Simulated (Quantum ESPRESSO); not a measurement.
# Ag (Fm-3m) in Quantum ESPRESSO: further runs, part 2 of 5

Quantum ESPRESSO 7.5. The steps go on from the part before.

### Step 3. Phonons, LDA

Contents of pw.in:

```
&CONTROL
  calculation = 'scf'
  prefix = 'pwscf'
  outdir = './tmp'
  pseudo_dir = './pseudo'
  tprnfor = .true.
  tstress = .true.
  disk_io = 'low'
/
&SYSTEM
  ibrav = 0
  nat = 1
  ntyp = 1
  ecutwfc = 86
  nbnd = 16
  occupations = 'smearing'
  smearing = 'gaussian'
  degauss = 0.01469973
/
&ELECTRONS
  conv_thr = 2d-10
  electron_maxstep = 120
  mixing_beta = 0.5
/
ATOMIC_SPECIES
Ag   107.8682 Ag.upf
CELL_PARAMETERS angstrom
   0.0000000000    2.0427500000    2.0427500000
   2.0427500000    0.0000000000    2.0427500000
   2.0427500000    2.0427500000    0.0000000000
ATOMIC_POSITIONS crystal
Ag     0.0000000000    0.0000000000    0.0000000000
K_POINTS automatic
11 11 11 0 0 0
```

Contents of relax.in:

```
&CONTROL
  calculation = 'vc-relax'
  prefix = 'pwscf'
  outdir = './tmp'
  pseudo_dir = './pseudo'
  tprnfor = .true.
  tstress = .true.
  disk_io = 'low'
  nstep = 40
  forc_conv_thr = 0.0001
  etot_conv_thr = 1d-06
/
&SYSTEM
  ibrav = 0
  nat = 1
  ntyp = 1
  ecutwfc = 86
  nbnd = 16
  occupations = 'smearing'
  smearing = 'gaussian'
  degauss = 0.01469973
/
&ELECTRONS
  conv_thr = 2d-10
  electron_maxstep = 120
  mixing_beta = 0.5
/
&IONS
  ion_dynamics = 'bfgs'
/
&CELL
  cell_dynamics = 'bfgs'
  press = 0
  press_conv_thr = 0.2
/
ATOMIC_SPECIES
Ag   107.8682 Ag.upf
CELL_PARAMETERS angstrom
   0.0000000000    2.0427500000    2.0427500000
   2.0427500000    0.0000000000    2.0427500000
   2.0427500000    2.0427500000    0.0000000000
ATOMIC_POSITIONS crystal
Ag     0.0000000000    0.0000000000    0.0000000000
K_POINTS automatic
11 11 11 0 0 0
```

Contents of scf2.in:

```
&CONTROL
  calculation = 'scf'
  prefix = 'pwscf'
  outdir = './tmp'
  pseudo_dir = './pseudo'
  tprnfor = .true.
  tstress = .true.
  disk_io = 'low'
/
&SYSTEM
  ibrav = 0
  nat = 1
  ntyp = 1
  ecutwfc = 86
  nbnd = 16
  occupations = 'smearing'
  smearing = 'gaussian'
  degauss = 0.01469973
/
&ELECTRONS
  conv_thr = 1d-13
  electron_maxstep = 120
  mixing_beta = 0.5
  startingpot = 'file'
  startingwfc = 'file'
/
ATOMIC_SPECIES
Ag   107.8682 Ag.upf
CELL_PARAMETERS angstrom
   0.0000000000    1.9995661004    1.9995661004
   1.9995661004    0.0000000000    1.9995661004
   1.9995661004    1.9995661004    0.0000000000
ATOMIC_POSITIONS crystal
Ag     0.0000000000    0.0000000000    0.0000000000
K_POINTS automatic
11 11 11 0 0 0
```

Contents of ph.in:

```
phonons of Ag
&INPUTPH
  prefix = 'pwscf'
  outdir = './tmp'
  tr2_ph = 1d-18
  fildyn = 'dyn'
  niter_ph = 90
  alpha_mix(1) = 0.4
/
0.5303300859 0.5303300859 0.0000000000
```

Potentials or basis: PseudoDojo 0.4.1 SR LDA standard.

On the command line:

```sh
$ OMP_NUM_THREADS=1 pw.x -in pw.in > pw.out
$ OMP_NUM_THREADS=1 pw.x -in relax.in > relax.out
$ OMP_NUM_THREADS=1 pw.x -in scf2.in > scf2.out
$ OMP_NUM_THREADS=1 ph.x -in ph.in > ph.out
```

pw.out:

```text
This program is part of the open-source Quantum ESPRESSO suite
     for quantum simulation of materials; please cite
[... 9 lines left out ...]
     --------------------
     sticks:   dense  smooth     PW     G-vecs:    dense   smooth      PW
     Sum         703     703    211                12339    12339    2109

     Using Slab Decomposition

     bravais-lattice index     =            0
     lattice parameter (alat)  =       5.4592  a.u.
     unit-cell volume          =     115.0462 (a.u.)^3
     number of atoms/cell      =            1
     number of atomic types    =            1
     number of electrons       =        19.00
     number of Kohn-Sham states=           16
     kinetic-energy cutoff     =      86.0000  Ry
     charge density cutoff     =     344.0000  Ry
     scf convergence threshold =      2.0E-10
     mixing beta               =       0.5000
     number of iterations used =            8  plain     mixing
     Exchange-correlation= SLA  PW   NOGX NOGC
                           (   1   4   0   0   0   0   0)

     celldm(1)=   5.459201  celldm(2)=   0.000000  celldm(3)=   0.000000
     celldm(4)=   0.000000  celldm(5)=   0.000000  celldm(6)=   0.000000

     crystal axes: (cart. coord. in units of alat)
               a(1) = (   0.000000   0.707107   0.707107 )
               a(2) = (   0.707107   0.000000   0.707107 )
               a(3) = (   0.707107   0.707107   0.000000 )

     reciprocal axes: (cart. coord. in units 2 pi/alat)
               b(1) = ( -0.707107  0.707107  0.707107 )
               b(2) = (  0.707107 -0.707107  0.707107 )
               b(3) = (  0.707107  0.707107 -0.707107 )

     PseudoPot. # 1 for Ag read from file:
     Ag.upf
     Pseudo is Norm-conserving + core correction, Zval = 19.0
     Generated using ONCVPSP code by D. R. Hamann
     Using radial grid of 1484 points,  6 beta functions with:
                l(1) =   0
                l(2) =   0
                l(3) =   1
                l(4) =   1
                l(5) =   2
                l(6) =   2

     atomic species   valence    mass     pseudopotential
     Ag               19.00   107.86820     Ag( 1.00)

     48 Sym. Ops., with inversion, found

   Cartesian axes

     site n.     atom                  positions (alat units)
         1        Ag     tau(   1) = (   0.0000000   0.0000000   0.0000000  )

     number of k points=    56  Gaussian smearing, width (Ry)=  0.0147
                       cart. coord. in units 2pi/alat
        k(    1) = (   0.0000000   0.0000000   0.0000000), wk =   0.0015026
        k(    2) = (   0.0642824   0.0642824  -0.0642824), wk =   0.0120210
        k(    3) = (   0.1285649   0.1285649  -0.1285649), wk =   0.0120210
        k(    4) = (   0.1928473   0.1928473  -0.1928473), wk =   0.0120210
        k(    5) = (   0.2571297   0.2571297  -0.2571297), wk =   0.0120210
        k(    6) = (   0.3214122   0.3214122  -0.3214122), wk =   0.0120210
[... 48 lines left out ...]
        k(   55) = (  -0.0642824  -0.4499770   0.7071068), wk =   0.0360631
        k(   56) = (   0.0000000  -0.3856946   0.6428243), wk =   0.0360631

     Dense  grid:    12339 G-vectors     FFT dimensions: (  36,  36,  36)

     Initial potential from superposition of free atoms

     starting charge      18.9997, renormalised to      19.0000
     Starting wfcs are   10 randomized atomic wfcs +    6 random wfcs

     Self-consistent Calculation

     iteration #  1     ecut=    86.00 Ry     beta= 0.50
     Davidson diagonalization with overlap
     ethr =  1.00E-02,  avg # of iterations =  4.6

     Threshold (ethr) on eigenvalues was too large:
     Diagonalizing with lowered threshold

     Davidson diagonalization with overlap
     ethr =  3.89E-04,  avg # of iterations =  1.4

     total energy              =    -309.94882083 Ry
     estimated scf accuracy    <       0.07389519 Ry

     iteration #  2     ecut=    86.00 Ry     beta= 0.50
     Davidson diagonalization with overlap
     ethr =  3.89E-04,  avg # of iterations =  2.0
[... 36 lines left out ...]
     total energy              =    -309.97234130 Ry
     estimated scf accuracy    <          1.6E-09 Ry

     iteration #  8     ecut=    86.00 Ry     beta= 0.50
     Davidson diagonalization with overlap
     ethr =  8.57E-12,  avg # of iterations =  2.0

     End of self-consistent calculation

          k = 0.0000 0.0000 0.0000 (  1471 PWs)   bands (ev):

   -74.7328 -38.1936 -38.1936 -38.1936   9.1601  12.2715  12.2715  12.2715
    13.3301  13.3301  33.2383  36.6834  36.6834  36.6834  41.6062  42.3230

          k = 0.0643 0.0643-0.0643 (  1522 PWs)   bands (ev):

   -74.7315 -38.2069 -38.1956 -38.1956   9.4164  12.2152  12.3410  12.3410
    13.3056  13.3056  33.1635  34.8945  36.7567  36.7567  41.0357  42.0817

          k = 0.1286 0.1286-0.1286 (  1528 PWs)   bands (ev):
[... 96 lines left out ...]
   -74.7140 -38.3356 -38.2542 -38.2228  11.2098  12.0216  12.6926  12.8990
    13.7937  17.4283  22.4574  28.9468  33.6938  33.8298  40.9844  41.7473

          k =-0.0643-0.3214 0.3214 (  1555 PWs)   bands (ev):

   -74.7170 -38.3127 -38.2487 -38.2146  11.3791  12.0893  12.5069  12.7698
    13.3449  15.6746  25.6361  28.8185  34.4606  35.8038  39.3026  41.6867

          k = 0.0000-0.2571 0.2571 (  1550 PWs)   bands (ev):

   -74.7212 -38.2847 -38.2337 -38.2067  11.2376  11.8631  12.4846  12.8966
    12.9339  14.4507  28.9181  29.3393  35.7346  37.5795  38.0457  41.5624

          k = 0.3857 0.0000-0.0000 (  1551 PWs)   bands (ev):

   -74.7195 -38.2849 -38.2302 -38.2302  11.0743  11.3606  13.3033  13.3033
    13.5275  13.7638  31.0054  31.0054  31.8998  33.8514  34.8062  45.0131

          k = 0.4500 0.0643-0.0643 (  1557 PWs)   bands (ev):
[... 36 lines left out ...]
   -74.7100 -38.3360 -38.2752 -38.2495  10.9044  11.1828  13.3973  13.7057
    14.2114  19.4959  23.9628  24.9269  28.9039  33.9852  38.5548  45.2094

          k =-0.0000-0.5143 0.5143 (  1564 PWs)   bands (ev):

   -74.7102 -38.3202 -38.2964 -38.2427  11.1142  11.5953  12.8465  13.4777
    14.0072  21.6323  21.6767  24.1903  30.0897  33.8475  41.9215  44.2254

          k = 0.6428-0.0000 0.0000 (  1552 PWs)   bands (ev):

   -74.7100 -38.3485 -38.2563 -38.2563  10.6483  10.7823  14.0921  14.2901
    14.2901  18.0003  24.3867  27.7720  27.7720  34.1760  34.2350  46.9117

          k =-0.0000-0.6428 0.6428 (  1566 PWs)   bands (ev):

   -74.7095 -38.3478 -38.2632 -38.2558  10.6977  10.8458  14.0172  14.0613
    14.3082  19.0203  23.7101  26.4400  27.9153  34.1546  35.6295  46.3369

          k = 0.2571 0.1286 0.0000 (  1541 PWs)   bands (ev):

   -74.7247 -38.2571 -38.2181 -38.2064  10.6545  11.8356  12.5547  12.7638
    13.1224  13.7106  31.1625  31.4146  35.7126  35.7853  39.1736  41.0214

          k = 0.3214 0.1928-0.0643 (  1547 PWs)   bands (ev):

   -74.7203 -38.2919 -38.2309 -38.2127  11.1778  11.9487  12.3623  12.8452
    13.4151  14.4350  27.7281  30.7628  34.1875  36.3741  39.2931  40.8988

          k = 0.3857 0.2571-0.1286 (  1544 PWs)   bands (ev):
[... 26 lines left out ...]
   -74.7120 -38.3327 -38.2707 -38.2346  11.3826  11.8005  12.5727  12.9935
    14.0233  19.5987  21.1821  27.8469  30.0837  35.4224  40.6775  44.6167

          k =-0.0643-0.3214 0.4500 (  1551 PWs)   bands (ev):

   -74.7135 -38.3229 -38.2690 -38.2280  11.5547  11.8816  12.2863  13.0781
    13.7344  17.5323  23.9600  27.2766  31.2877  36.1376  39.7270  43.8954

          k = 0.0000-0.2571 0.3857 (  1550 PWs)   bands (ev):

   -74.7166 -38.3082 -38.2540 -38.2195  11.7336  11.7530  12.1216  13.2152
    13.3158  15.7534  27.1591  27.3781  32.7268  37.4538  38.1342  42.5253

          k = 0.5143 0.1286 0.0000 (  1552 PWs)   bands (ev):

   -74.7132 -38.3245 -38.2537 -38.2441  11.0877  11.1347  13.1547  13.8827
    13.9105  16.3950  27.4905  27.8331  28.2772  35.3000  36.0877  44.5824

          k =-0.1286-0.5143 0.6428 (  1556 PWs)   bands (ev):

   -74.7111 -38.3303 -38.2700 -38.2481  11.0974  11.3169  12.9295  13.6481
    14.1617  18.4835  24.6581  26.4903  27.9078  35.4505  38.6570  43.5893

          k =-0.0643-0.4500 0.5785 (  1558 PWs)   bands (ev):

   -74.7103 -38.3221 -38.2900 -38.2455  11.2381  11.6327  12.6090  13.3929
    14.1239  20.9786  21.9482  25.2395  28.6277  35.4916  41.6894  42.7486

          k = 0.0000-0.3857 0.5143 (  1544 PWs)   bands (ev):

   -74.7112 -38.3119 -38.2974 -38.2377  11.4979  11.9430  12.1815  13.2462
    13.8893  19.5583  23.5670  24.7461  29.8508  35.7927  41.0212  45.3289

          k =-0.0643-0.5785 0.7071 (  1560 PWs)   bands (ev):

   -74.7099 -38.3419 -38.2637 -38.2562  10.8308  10.9461  13.6501  13.9622
    14.2896  18.8230  24.4495  26.7882  26.8872  35.2472  35.9611  45.4576

          k =-0.0000-0.5143 0.6428 (  1562 PWs)   bands (ev):
[... 11 lines left out ...]
   -74.7107 -38.3196 -38.2876 -38.2458  11.5294  11.7318  12.1930  13.3134
    14.1106  20.0871  22.7729  26.1916  27.5204  37.5951  39.7563  43.5289

          k =-0.0643-0.4500 0.7071 (  1560 PWs)   bands (ev):

   -74.7098 -38.3242 -38.2837 -38.2557  11.2470  11.4319  12.6409  13.5292
    14.2879  20.4946  24.5514  24.7543  25.8563  37.6336  39.2870  42.3634

          k = 0.0000-0.3857 0.6428 (  1562 PWs)   bands (ev):

   -74.7097 -38.3097 -38.3008 -38.2548  11.3815  11.7879  12.2133  13.3492
    14.2854  22.3182  22.5213  24.2665  26.2345  38.2383  40.6752  42.0684

     the Fermi energy is    17.2165 ev

!    total energy              =    -309.97234130 Ry
     estimated scf accuracy    <          7.6E-11 Ry
     smearing contrib. (-TS)   =      -0.00042161 Ry
     internal energy E=F+TS    =    -309.97191969 Ry

     The total energy is F=E-TS. E is the sum of the following terms:
     one-electron contribution =    -120.24091557 Ry
     hartree contribution      =      70.69114402 Ry
     xc contribution           =     -46.03961640 Ry
     ewald contribution        =    -214.38253174 Ry

     convergence has been achieved in   8 iterations

     Forces acting on atoms (cartesian axes, Ry/au):

     atom    1 type  1   force =     0.00000000    0.00000000    0.00000000

     Total force =     0.000000     Total SCF correction =     0.000000

     Computing stress (Cartesian axis) and pressure

          total   stress  (Ry/bohr**3)                   (kbar)     P=      -74.96
  -0.00050957   0.00000000   0.00000000          -74.96        0.00        0.00
   0.00000000  -0.00050957   0.00000000            0.00      -74.96        0.00
   0.00000000   0.00000000  -0.00050957            0.00        0.00      -74.96

=------------------------------------------------------------------------------=
   JOB DONE.
=------------------------------------------------------------------------------=
```

Run time: 16 min. Hardware: 1 thread of AMD EPYC 7R43 (Zen 3), shared host; peak memory 0.08 GiB.

Results:

```yaml
Free_energy: -4217.4151 eV
Relaxed_volume: 15.99 Å³/atom
Relaxed_cell: a = 2.828 Å, b = 2.828 Å, c = 2.828 Å, α = 60.00°, β = 60.00°, γ = 60.00°
Space_group_after_relaxing_to_0.05_Å: Fm-3m (No. 225)
Pressure_after_relaxing: 0.0 GPa
Band_gap_on_the_k_mesh: none (metal or under the smearing width)
Highest_phonon_frequency_at_the_q_point_run: 179 cm⁻¹
```

The path:
| step | energy change (eV) | largest force (eV/Å) | pressure (GPa) | volume (Å³) |
| --- | --- | --- | --- | --- |
| 1 | 0.0000 | 0.0000 | -7.50 | 17.05 |
| 2 | -0.0221 | 0.0000 | -3.34 | 16.40 |
| 3 | -0.0265 | 0.0000 | 0.61 | 15.92 |
| 4 | -0.0266 | 0.0000 | -0.04 | 15.99 |
| 5 | -0.0266 | 0.0000 | 0.00 | 15.99 |

Final structure:
```yaml
crystal:
  lattice:
    - [0.00000, 1.99957, 1.99957]
    - [1.99957, 0.00000, 1.99957]
    - [1.99957, 1.99957, 0.00000]
  atoms:
    - { symbol: Ag, position: [0.00000, 0.00000, 0.00000] }
```

Phonon frequencies in cm⁻¹ (negative: imaginary):
| q point | frequencies |
| --- | --- |
| (0.375, 0.375, 0.750) | 118 173 179 |

Phonon modes at q = (0.375, 0.375, 0.750) in reciprocal lattice units:
```csv
mode,symmetry,cm⁻¹
1,B_1,118
2,A_1,173
3,B_2,179
```

Caveat: the q point doesn't lie on the k mesh, which can shift a metal's frequencies strongly unless the mesh is converged.

(Part 2 of 5 ends here.)
